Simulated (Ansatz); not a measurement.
# Formation energy and levels of the hydrogen on a lattice site H_C in SiC (F-43m)

Aim: at which Fermi levels does H_C in SiC (F-43m) change its charge? The model is a cell of 54 host atoms with 1 C taken out and 1 H put in.

Main program and level: Ansatz 0.2.0; place-levels on r2SCAN runs: charge-transition levels and formation energies with image-charge correction and potential alignment at the atomic sites; PAW set soft_1.

**Measured values to reproduce.**

For SiC, cubic 3C zincblende (literature value), “Insight into the structural, elastic and electronic properties of a new orthorhombic 6O-SiC polytype” (2020, pmc:7200658) quotes earlier work: band gap (indirect gap) 2.4 eV [literature value; measurement temperature and method not stated].

This is a report of a sequence of runs, with most program output left out.

### 1. Set-up

The cell holds 54 atoms: 27 Si, 26 C and 1 H. Cell: a = 9.242 Å, b = 9.242 Å, c = 9.242 Å, α = 60.0°, β = 60.0°, γ = 60.0°. It derives from SiC (space group F-43m). Nearest the centre at fractional (0.417, 0.417, 0.417): H28 at 0.00 Å, Si29 at 1.89 Å, Si33 at 1.89 Å, Si45 at 1.89 Å, Si27 at 1.89 Å, C46 at 3.08 Å, C34 at 3.08 Å, C16 at 3.08 Å.

The host's dielectric constants go in as inputs: 7.06 for the electrons alone, 10.43 with the ions, computed on the host (DFPT, PBEsol, on the r2SCAN cell), and a cell off the functional's own equilibrium shifts the ionic part.

The cell's shortest repeat is 9.2 Å.

### 2. The runs of each charge state

A transition level is the Fermi level at which two charge states cost the same, so each charge needs its own total energy, at its own relaxed structure.

Each atom starts 0.05 Å or so off its site in a random direction: a symmetric start keeps its symmetry, and would miss off-centre moves and Jahn–Teller distortions. Forces are taken on a 2×2×2 shifted mesh. The cell holds 1 electron more than the neutral one, with a uniform background that keeps it neutral on the whole.

The sampling was tested on the host first: at the k-points planned (1x1x1 shifted 0.25 0.25 0.25) its energy lies 0.119 eV an atom from the dense-mesh value, so the final energies take a denser sampling.

One state's input; the others differ in charge, spin, start and seed, and in occupations where the table says so.

The input, qm1.relax/input.yaml:

```yaml
crystal:
  lattice:
    - [0.0, 6.53488873, 6.53488873]
    - [6.53488873, 0.0, 6.53488873]
    - [6.53488873, 6.53488873, 0.0]
  atoms:
    - { symbol: Si, position: [0.0, 0.0, 0.0] }
    - { symbol: C, position: [0.08333333, 0.08333333, 0.08333333] }
[... 7 atom lines left out ...]
    - { symbol: C, position: [0.08333333, 0.41666667, 0.41666667] }
[... 1 atom line left out ...]
    - { symbol: C, position: [0.08333333, 0.41666667, 0.75] }
[... 3 atom lines left out ...]
    - { symbol: C, position: [0.08333333, 0.75, 0.41666667] }
[... 5 atom lines left out ...]
    - { symbol: C, position: [0.41666667, 0.08333333, 0.41666667] }
[... 1 atom line left out ...]
    - { symbol: C, position: [0.41666667, 0.08333333, 0.75] }
[... 1 atom line left out ...]
    - { symbol: C, position: [0.41666667, 0.41666667, 0.08333333] }
    - { symbol: Si, position: [0.33333333, 0.33333333, 0.33333333] }
    - { symbol: H, position: [0.41666667, 0.41666667, 0.41666667] }
    - { symbol: Si, position: [0.33333333, 0.33333333, 0.66666667] }
    - { symbol: C, position: [0.41666667, 0.41666667, 0.75] }
[... 1 atom line left out ...]
    - { symbol: C, position: [0.41666667, 0.75, 0.08333333] }
    - { symbol: Si, position: [0.33333333, 0.66666667, 0.33333333] }
    - { symbol: C, position: [0.41666667, 0.75, 0.41666667] }
    - { symbol: Si, position: [0.33333333, 0.66666667, 0.66666667] }
[... 4 atom lines left out ...]
    - { symbol: C, position: [0.75, 0.08333333, 0.41666667] }
[... 3 atom lines left out ...]
    - { symbol: C, position: [0.75, 0.41666667, 0.08333333] }
    - { symbol: Si, position: [0.66666667, 0.33333333, 0.33333333] }
    - { symbol: C, position: [0.75, 0.41666667, 0.41666667] }
    - { symbol: Si, position: [0.66666667, 0.33333333, 0.66666667] }
[... 3 atom lines left out ...]
    - { symbol: Si, position: [0.66666667, 0.66666667, 0.33333333] }
[... 2 atom lines left out ...]
    - { symbol: C, position: [0.75, 0.75, 0.75] }
  host:
    repeats: [3, 3, 3]
    atoms:
      - { symbol: Si, position: [0.0, 0.0, 0.0] }
      - { symbol: C, position: [0.25, 0.25, 0.25] }
total_charge: -1
basis:
  ecutwfc: 500
  xc_grid: 2
hamiltonian:
  xc: r2scan
  pseudopotentials: { kind: paw, azcp: { folder: soft_1 } }
kpoints:
  mp_grid: { grid: [2, 2, 2], shift: [0.5, 0.5, 0.5] }
scf:
  occupations: { method: fixed }
  max_iter: 100
output:
  forces: true
  charged_corrections:
    epsilon: 7.06
    static_epsilon: 10.43
    defect_position: [0.416667, 0.416667, 0.416667]
relax:
  f_tol: 0.02
  max_steps: 80
  random_displacement: { amplitude: 0.05, seed: 8309 }
checkpoint:
  write: "../qm1.relax.run"
  compress: false
  write_wavefunctions: true
  write_every: 100000
```

Run with:

```sh
> ansatz run input.yaml --threads 4 --pin off --max-ram 7536MiB --backend cpu --events-out ev --progress --plain --runs-dir out
```

The run of this state that the levels use, under r2SCAN:

The input, qm1.point/input.yaml:

```yaml
crystal:
  checkpoint: "../qm1.relax.run"
  host: checkpoint
total_charge: -1
basis:
  ecutwfc: 500
  xc_grid: 2
hamiltonian:
  xc: r2scan
  pseudopotentials: { kind: paw, azcp: { folder: soft_1 } }
kpoints:
  mp_grid: { grid: [2, 2, 2], shift: [0.5, 0.5, 0.5] }
scf:
  occupations: { method: fixed }
  max_iter: 100
output:
  forces: true
  eigenvalues: true
  charged_corrections:
    epsilon: 7.06
    static_epsilon: 10.43
    defect_position: [0.416667, 0.416667, 0.416667]
  eigenstates: { localisation: true }
  populations: true
  band_densities: [{ bands: [v1, v1] }, { bands: [c1, c1] }]
  write_density: true
  write_potential: true
  volumetric_format: npy
  elf: true
checkpoint:
  read: "../qm1.relax.run"
  write: "../qm1.point.run"
  compress: false
  write_wavefunctions: false
  write_every: 100000
```

Relaxations under r2SCAN at a 2×2×2 shifted mesh; times on 4 threads of Intel Xeon Platinum 8259CL at 2.50GHz (Skylake/Cascade Lake), shared host:

```csv
charge,moment (μB),occupations,outcome,steps,largest displacement against the far atoms (Å),time
−1,0,fixed,converged,16,0.97,3.7 min
0,1,fixed,converged,13,0.99,8.2 min
+1,0,fixed,converged,13,1.03,2.8 min
+2,1,fixed,converged,19,0.66,12 min
+3,0,fixed,converged,11,0.28,2.5 min
+4,1,fixed,converged,15,0.28,9 min
−1,2,fixed,converged,16,1.07,9.4 min
```

Single points under r2SCAN at a 2×2×2 shifted mesh; times on 4 threads of Intel Xeon Platinum 8259CL at 2.50GHz (Skylake/Cascade Lake), shared host:

```csv
charge,moment (μB),occupations,outcome,time
−1,0,fixed,converged,17 s
0,1,fixed,converged,39 s
+1,0,fixed,converged,17 s
+2,1,fixed,converged,37 s
+3,0,fixed,converged,15 s
+4,1,fixed,converged,37 s
−1,2,fixed,converged,43 s
```

Distances (Å) from H28 to the nearest atoms after relaxation with r2SCAN:

| charge | moment (μB) | 1. | 2. | 3. | 4. | 5. | 6. |
| --- | --- | --- | --- | --- | --- | --- | --- |
| −1 | 0 | Si 1.60 | Si 1.61 | Si 2.48 | Si 2.48 | C 2.53 | C 2.53 |
| −1 | 2 | Si 1.55 | Si 1.58 | C 2.47 | C 2.47 | C 2.48 | C 2.49 |
| 0 | 1 | Si 1.62 | Si 1.62 | C 2.53 | C 2.53 | C 2.53 | C 2.53 |
| +1 | 0 | Si 1.63 | Si 1.64 | C 2.49 | C 2.50 | C 2.50 | C 2.50 |
| +2 | 1 | Si 1.73 | Si 1.74 | Si 2.53 | Si 2.54 | C 2.67 | C 2.67 |
| +3 | 0 | Si 1.81 | Si 2.25 | Si 2.26 | Si 2.26 | C 2.88 | C 2.88 |
| +4 | 1 | Si 1.79 | Si 2.26 | Si 2.26 | Si 2.26 | C 2.87 | C 2.87 |

### 3. place-levels, r2SCAN

A charged cell interacts with its images and the background, and its potential has another zero than the host's. place-levels removes the first by a point-charge model, screened by the static dielectric constant since the ions have relaxed around the charge, and the second by comparing potentials at atoms far from the defect.

The host is a run of the defect-free crystal in the same cutoffs, grids and k-points, so that basis and sampling errors cancel in part in the differences. The host is run in a cell of 2 atoms on a matching mesh. Its band edges are searched through the zone by a band path, so the gap is smaller than, or equal to, that on the mesh. Chemical potentials are energies per atom of C (diamond) and H (H2 molecule), run with the same functional and cutoff. Carbon is taken as diamond, which semilocal functionals can put about 0.1 eV an atom over graphite.

The input, levels.point.yaml:

```yaml
host:
  run: host.point.run
states: [qm1.point.run, q0_M1.point.run, qp1.point.run, qp2_M1.point.run, qp3.point.run, qp4_M1.point.run, qm1_M2.point.run]
geometry_from:
  qm1.point.run: qm1.relax.run
  q0_M1.point.run: q0_M1.relax.run
  qp1.point.run: qp1.relax.run
  qp2_M1.point.run: qp2_M1.relax.run
  qp3.point.run: qp3.relax.run
  qp4_M1.point.run: qp4_M1.relax.run
  qm1_M2.point.run: qm1_M2.relax.run
  host.point.run: host.relax.run
chemical_potentials:
  C:
    energy: -251.553391
    dataset: "<sha256 of the dataset>"
  H:
    energy: -15.945394
    dataset: "<sha256 of the dataset>"
epsilon: 7.06
static_epsilon: 10.43
vertical:
  - { from: qm1.point.run, to: qm1.point_neutral.run }
  - { from: qp1.point.run, to: qp1.point_neutral.run }
  - { from: qp2_M1.point.run, to: qp2_M1.point_neutral.run }
  - { from: qp3.point.run, to: qp3.point_neutral.run }
  - { from: qp4_M1.point.run, to: qp4_M1.point_neutral.run }
  - { from: qm1_M2.point.run, to: qm1_M2.point_neutral.run }
```

Run with:

```sh
> ansatz place-levels levels.point.yaml -- --threads 4 --pin off --max-ram 7536MiB
```

Wall time 1.1 s (4 threads of Intel Xeon Platinum 8259CL at 2.50GHz (Skylake/Cascade Lake), shared host).

Under r2SCAN the gap is 1.71 eV, (+4/+3) -0.02 (outside the gap) (with band filling), (+3/+2) 0.38, (+2/+1) 0.48, (+1/0) 1.62, (0/−1) 1.97 (outside the gap) (with band filling) eV.

Levels between the charges placed, in eV above the valence top:

```csv
,gap (eV),(+4/+3),(+3/+2),(+2/+1),(+1/0),(0/−1)
r2SCAN,1.71,-0.02,0.38,0.48,1.62,1.97
```

Corrections by state:

```
charge  moment (μB)  image terms and alignment (eV)  band filling (eV)  ε used  over the lowest of its charge, as the program ranks them, band filling apart (eV)
    +4          1.0                           2.245             -1.313   10.43                                                                              0.000
    +3          0.0                           1.317                  -   10.43                                                                              0.000
    +2          1.0                           0.502                  -   10.43                                                                              0.000
    +1          0.0                           0.054                  -   10.43                                                                              0.000
     0          1.0                           0.000                  -       -                                                                              0.000
    −1          0.0                           0.346             -0.351   10.43                                                                              0.000
    −1          2.0                           0.345                  -   10.43                                                                              0.132
```

The charged structures listed were also run neutral, and place-levels reads from each pair, by the potential or the spins, how wide the charge is by which they differ; that can be the carrier of either run.

```
charge  rms radius (Å)  spread where it is widest against the cell (Å)  wide from (Å)  reading
    +4             3.6                                            2.08           1.31     wide
    +3             3.0                                            1.77           1.31     wide
    +2             2.6                                            1.51           1.31     wide
    +1             2.7                                            1.80           1.31     wide
    −1             2.0                                            1.49           1.31     wide
```

The neutral runs of these pairs need not share the spin of the lowest neutral state, and very wide values only mean spread over the cell.

From the program's caveats on the states, each cut to its opening words:

- charge +4 (1 μB): it parts from the run at its places by a charge that spreads by about 2.1 Å along one vector (1.3 Å or more is wide), by its potential at epsilon 7.06, taken [...]
- charge +4 (1 μB): a band-filling correction moves a carrier to the host's band edge, which changes its energy by -1.313 eV
- charge +4 (1 μB): its alignment with the host at atomic sites is doubtful: the mean over the far sites moves by -0.2839 eV from their farther parts to their nearer, more than [...]
- charge +4 (1 μB), −1 (2 μB): filled levels lie above empty ones at the fixed electron count
- charge +4 (1 μB), +2 (1 μB), 0 (1 μB), −1 (2 μB): flagged: stability check not made
- charge +3, +1: it parts from the run at its places by a charge that spreads by about 1.8 Å along one vector (1.3 Å or more is wide), by its potential at epsilon 7.06, taken [...]
- charge +3: its alignment with the host at atomic sites is doubtful: the mean over the far sites moves by -0.3896 eV from their farther parts to their nearer, more than [...]
- charge +2 (1 μB), −1, −1 (2 μB): it parts from the run at its places by a charge that spreads by about 1.5 Å along one vector (1.3 Å or more is wide), by its potential at epsilon 7.06, taken [...]
- charge +2 (1 μB): its alignment with the host at atomic sites is doubtful: the mean over the far sites moves by -0.2450 eV from their farther parts to their nearer, more than [...]
- charge +1: its alignment with the host at atomic sites is doubtful: the mean over the far sites moves by -0.1274 eV from their farther parts to their nearer, more than [...]
- charge −1: a band-filling correction moves a carrier to the host's band edge, which changes its energy by -0.351 eV
- charge −1: its alignment with the host at atomic sites is doubtful: the mean over the far sites moves by +0.0808 eV from their farther parts to their nearer, more than [...]
- charge −1 (2 μB): its alignment with the host at atomic sites is doubtful: the mean over the far sites moves by +0.0929 eV from their farther parts to their nearer, more than [...]
- charge −1 (2 μB): its moments are held at its close (magnetization.spin_locking), by a field of 0.019 eV a Bohr magneton, and its energy and levels are of the state that this [...]

The host's formation energy from the elements is -0.356 eV per atom; it sets how far the chemical potentials can move.

Limit set by the element alone; other compounds of these elements are not counted. Chemical potentials from the elements' reference states: C 0.00 eV, Si -0.71 eV, H 0.00 eV. Formation energies (C-rich), with the Fermi level at the valence top and at the conduction bottom (gap 1.71 eV):

| charge | at valence top (eV) | at conduction bottom (eV) | correction included (eV) |
| --- | --- | --- | --- |
| +4 | 2.63 | 9.47 | 0.93 |
| +3 | 2.60 | 7.73 | 1.32 |
| +2 | 2.99 | 6.41 | 0.50 |
| +1 | 3.47 | 5.18 | 0.05 |
| 0 | 5.09 | 5.09 | 0.00 |
| −1 | 7.06 | 5.35 | 0.00 |

(Fermi level (eV), lowest formation energy (eV)): (0.00, 2.60), (0.16, 3.07), (0.31, 3.54), (0.47, 3.92), (0.62, 4.09), (0.78, 4.25), (0.93, 4.40), (1.09, 4.56), (1.24, 4.71), (1.40, 4.87), (1.55, 5.02), (1.71, 5.09)

[end of part 1 of 2]

[Logs are printed without paths, hosts, clocks, repeated set-up lines and the standing remarks that a program may print on its own settings, such as how far it seeks lower states.]

[Hosts, paths, dates, database ids (printed as entryN), source tags and the programs' standing remarks are cut or masked in the printed files.]

[Where a table of states has a column of steps, it counts the stored structures, which are thinned; the runs took as many ionic steps or more.]

[A defect's name tells the site on which it was built; relaxed atoms can leave that site.]

[For some hosts the program warned that the k-mesh of the response run may be too coarse for force constants and the static dielectric constant; such warnings are not shown here.]
